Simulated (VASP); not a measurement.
# MoS₂, relaxation of the atoms: which settings are enough?

MoS₂, sheet, 3 atoms in the cell. PBEsol; PAW potentials S, Mo_sv (PBE set). VASP 6.6.1.

Wanted: energy within 2 meV/atom; shortest distances from each atom, periodic images included within 0.005 Å.

What the run is for: geometry; Accuracy asked: standard.

POSCAR:
```
MoS2
1.0
    3.1599999999      0.0000000000      0.0000000000
    1.5800000000      2.7366402759      0.0000000000
    0.0000000000      0.0000000000     19.0811500000
S Mo
2 1
Direct
    0.0155550000      0.0108010000      0.4173340000
   -0.0166880000      0.0009110000      0.5785920000
    0.6517590000      0.6628370000      0.5009810000
```

The series start from Plane-wave cutoff (eV): 340; k-point mesh: 5 × 5 × 1; Ionic threshold (EDIFFG): -0.01; Electronic threshold (eV): 1e-6; Relaxation algorithm: IBRION=2; Electronic steps between moves: NELMIN=4 ALGO=Normal. Each series keeps the choices made before it, and each single choice may use up half of a tolerance.

## Plane-wave cutoff (eV)

| Plane-wave cutoff (eV) | Energy less reference (meV/atom) | Shortest distances from each atom, periodic images included, largest deviation (Å) | SCF iterations | Time (s) |
|---|---|---|---|---|
| 230 | 45.0 | 0.0040 | 90 | 39 |
| 260 | 11.1 | 0.0032 | 91 | 61 |
| 300 | 1.8 | 0.0008 | 92 | 79 |
| 340 | 1.0 | 0.0006 | 91 | 83 |
| 420 | 0.5 | 0.0002 | 91 | 104 |
| 520 (reference) | 0.0 | 0.0000 | 91 | 115 |

Chosen: 420, the loosest value from which every tighter one stays within half of the tolerance.

## k-point mesh

| k-point mesh | Energy less reference (meV/atom) | Shortest distances from each atom, periodic images included, largest deviation (Å) | SCF iterations | Time (s) |
|---|---|---|---|---|
| 3 × 3 × 1 | -12.9 | 0.0190 | 87 | 55 |
| 4 × 4 × 1 | -20.1 | 0.0037 | 89 | 81 |
| 5 × 5 × 1 | 0.5 | 0.0003 | 91 | 104 |
| 7 × 7 × 1 | -0.2 | 0.0001 | 89 | 159 |
| 8 × 8 × 1 (reference) | 0.0 | 0.0000 | 89 | 198 |

Chosen: 5 × 5 × 1.

## Ionic threshold (EDIFFG)

| Ionic threshold (EDIFFG) | Energy less reference (meV/atom) | Shortest distances from each atom, periodic images included, largest deviation (Å) | SCF iterations | Time (s) |
|---|---|---|---|---|
| -0.1 | 0.0 | 0.0049 | 70 | 76 |
| -0.05 | 0.0 | 0.0012 | 79 | 84 |
| -0.02 | 0.0 | 0.0005 | 87 | 111 |
| -0.01 | 0.0 | 0.0004 | 91 | 104 |
| -0.005 | 0.0 | 0.0004 | 91 | 108 |
| -0.002 (reference) | 0.0 | 0.0000 | 107 | 121 |

Chosen: -0.05.

## Electronic threshold (eV)

| Electronic threshold (eV) | Energy less reference (meV/atom) | Shortest distances from each atom, periodic images included, largest deviation (Å) | SCF iterations | Time (s) |
|---|---|---|---|---|
| 0.0001 | 0.0 | 0.0014 | 56 | 61 |
| 1e-5 | 0.0 | 0.0004 | 61 | 66 |
| 1e-6 | 0.0 | 0.0001 | 79 | 84 |
| 1e-7 (reference) | 0.0 | 0.0000 | 103 | 114 |

Chosen: 0.0001.

## Relaxation algorithm

| Relaxation algorithm | Energy less reference (meV/atom) | Shortest distances from each atom, periodic images included, largest deviation (Å) | SCF iterations | Time (s) |
|---|---|---|---|---|
| IBRION=2 | 0.0 | 0.0000 | 56 | 61 |
| IBRION=2 POTIM=0.2 | 0.0 | 0.0005 | 52 | 59 |
| IBRION=2 POTIM=0.8 | 0.0 | 0.0003 | 56 | 61 |
| IBRION=1 | 0.0 | 0.0019 | 39 | 43 |
| IBRION=1 POTIM=0.2 | 0.0 | 0.0026 | 36 | 39 |
| IBRION=1 POTIM=0.3 NFREE=6 | 0.0 | 0.0015 | 33 | 38 |
| IBRION=3 POTIM=0.2 SMASS=0.4 | 0.0 | 0.0012 | 91 | 105 |
| IBRION=3 POTIM=0.3 | 0.0 | 0.0024 | 53 | 61 |

Chosen: IBRION=1 POTIM=0.3 NFREE=6, the fastest of those that stay within half of the tolerance.

## Electronic steps between moves

| Electronic steps between moves | Energy less reference (meV/atom) | Shortest distances from each atom, periodic images included, largest deviation (Å) | SCF iterations | Time (s) |
|---|---|---|---|---|
| NELMIN=4 ALGO=Normal | 0.0 | 0.0000 | 33 | 38 |
| ALGO=Normal | 0.0 | 0.0007 | 32 | 38 |
| NELMIN=4 MAXMIX=40 ALGO=Normal | 0.0 | 0.0006 | 35 | 42 |
| NELMIN=4 ALGO=Fast | 0.0 | 0.0023 | 36 | 41 |
| NELMIN=4 MAXMIX=40 ALGO=Fast | 0.0 | 0.0033 | 38 | 41 |

Chosen: NELMIN=4 ALGO=Normal; no other choice that stays within half of the tolerance saves 30 % of the time.

## All choices together

| Input | Energy less reference (meV/atom) | Shortest distances from each atom, periodic images included, largest deviation (Å) | Time (s) |
|---|---|---|---|
| the program's defaults (naive) | 13.5 | 0.0054 | 9.2 |
| chosen settings | 1.0 | 0.0014 | 38 |
| reference settings throughout | 0.0 | 0.0000 | 377 |

The tolerance is met.

## The input

INCAR:
```
GGA = PS
LDIPOL = T
IDIPOL = 3
DIPOL = 0.5 0.5 0.499
ISMEAR = 0
SIGMA = 0.03
LWAVE = F
LCHARG = F
ISIF = 0
NSW = 120
PREC = Accurate
LASPH = T
LREAL = F
ALGO = Normal
EDIFF = 1E-4
NELM = 120
GGA_COMPAT = F
IBRION = 1
EDIFFG = -0.05
NELMIN = 4
ENCUT = 420
EFERMI = MIDGAP
NELMDL = -8
POTIM = 0.3
NFREE = 6
```

KPOINTS:
```
Automatic mesh
0
Gamma
  5 5 1
  0 0 0
```

Commands:
```
cat potpaw_PBE.64/S/POTCAR potpaw_PBE.64/Mo_sv/POTCAR > POTCAR
mpirun -np 1 vasp_std > vasp.out
```

The chosen input took VASP 6.6.1 38 s on 1 core (Intel Xeon Platinum 8559C (Emerald Rapids)), a shared host.

## An input that fails: ionic step far too long

It gives no converged result.

Changes against the starting input:
```
- NSW = 120
- NELM = 120
- IBRION = 2
+ NSW = 30
+ NELM = 98
+ IBRION = 1
+ POTIM = 2.0
```
